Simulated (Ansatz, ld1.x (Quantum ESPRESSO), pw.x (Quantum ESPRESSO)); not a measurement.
**What a changed setting does to a pw.x run (diamond Pt)**

Potential: norm-conserving Troullier–Martins (Kleinman–Bylander form), ld1.x (Quantum ESPRESSO) 7.5, PBE; core [Xe] 4f14, reference 5d9 6s1 6p0; waves: 6s (bound): rc 1.85 bohr; 6p (bound, empty): rc 2.95 bohr; 5d (bound): rc 1.70 bohr; local part: all-electron potential smoothed inside 2.15 bohr (lloc = -2); core correction: none.

The reference run (k-mesh 8³, cutoffs 85/340 Ry, Fermi–Dirac 0.01 Ry, mixing_beta 0.4, conv_thr 1e-9, no spin) gives 0.88 GPa at 24.183 Å³/atom, where all-electron LAPW gives -0.00 GPa. This run, with its own iteration cap, changes ecutrho/ecutwfc to 3.

```
&control
  calculation='scf', prefix='x', pseudo_dir='./', outdir='./tmp', tstress=.true., disk_io='none'
/
&system
  ibrav=0, nat=2, ntyp=1, ecutwfc=85, ecutrho=255, nbnd=18,
  occupations='smearing', smearing='fd', degauss=0.01
/
&electrons
  conv_thr=1e-09, mixing_beta=0.4, electron_maxstep=60
/
ATOMIC_SPECIES
Pt 1.0 Pt.UPF
CELL_PARAMETERS angstrom
  0.00000000 2.89181202 2.89181202
  2.89181202 0.00000000 2.89181202
  2.89181202 2.89181202 0.00000000
ATOMIC_POSITIONS crystal
Pt 0.0000 0.0000 0.0000
Pt 0.2500 0.2500 0.2500
K_POINTS automatic
8 8 8 0 0 0
```

```bash
pw.x < Pt.scf.in > Pt.scf.out
```

Task: How does the run end?

Result: It converges in 9 iterations; the free energy moves by +0.0 meV/atom and the pressure by +0.00 GPa. Below 4 the density is truncated and F is no longer variational, so a small shift in one case is no licence.

```
Message from routine set_cutoff:
     ecutrho < 4*ecutwfc, are you sure?
     Message from routine setup:
     using ibrav=0 with symmetry is DISCOURAGED, use correct ibrav instead
     lattice parameter (alat)  =       7.7283  a.u.
     unit-cell volume          =     326.3899 (a.u.)^3
     number of electrons       =        20.00
     number of Kohn-Sham states=           18
     kinetic-energy cutoff     =      85.0000  Ry
     charge density cutoff     =     255.0000  Ry
     scf convergence threshold =      1.0E-09
     Exchange-correlation= PBE
     number of k points=    29  Fermi-Dirac smearing, width (Ry)=  0.0100
     iteration #  1     ecut=    85.00 Ry     beta= 0.40
     total energy              =    -105.31827428 Ry
     estimated scf accuracy    <       0.20495920 Ry
     iteration #  2     ecut=    85.00 Ry     beta= 0.40
     total energy              =    -105.35443836 Ry
     estimated scf accuracy    <       0.00596069 Ry
     iteration #  3     ecut=    85.00 Ry     beta= 0.40
     total energy              =    -105.35476408 Ry
     estimated scf accuracy    <       0.00163142 Ry
     iteration #  4     ecut=    85.00 Ry     beta= 0.40
     total energy              =    -105.35486436 Ry
     estimated scf accuracy    <       0.00001868 Ry
     iteration #  5     ecut=    85.00 Ry     beta= 0.40
     total energy              =    -105.35486836 Ry
     estimated scf accuracy    <       0.00000445 Ry
     iteration #  6     ecut=    85.00 Ry     beta= 0.40
     total energy              =    -105.35486893 Ry
     estimated scf accuracy    <       0.00000023 Ry
     iteration #  7     ecut=    85.00 Ry     beta= 0.40
     total energy              =    -105.35486898 Ry
     estimated scf accuracy    <          7.4E-09 Ry
     iteration #  8     ecut=    85.00 Ry     beta= 0.40
     total energy              =    -105.35486898 Ry
     estimated scf accuracy    <          3.3E-09 Ry
     iteration #  9     ecut=    85.00 Ry     beta= 0.40
     the Fermi energy is     9.0391 ev
!    total energy              =    -105.35486898 Ry
     estimated scf accuracy    <          2.2E-12 Ry
     smearing contrib. (-TS)   =      -0.01950998 Ry
     The total energy is F=E-TS. E is the sum of the following terms:
     one-electron contribution =      -9.73915265 Ry
     hartree contribution      =      20.82218847 Ry
     xc contribution           =     -17.84453369 Ry
     ewald contribution        =     -98.57386113 Ry
     convergence has been achieved in   9 iterations
          total   stress  (Ry/bohr**3)                   (kbar)     P=        8.80
     Message from routine punch:
     Nothing written, as per user request (disk_io='none')
```

The run took about 19 s on one core of a shared host (Neoverse-V2, 96 threads, 742 GiB, load 42).
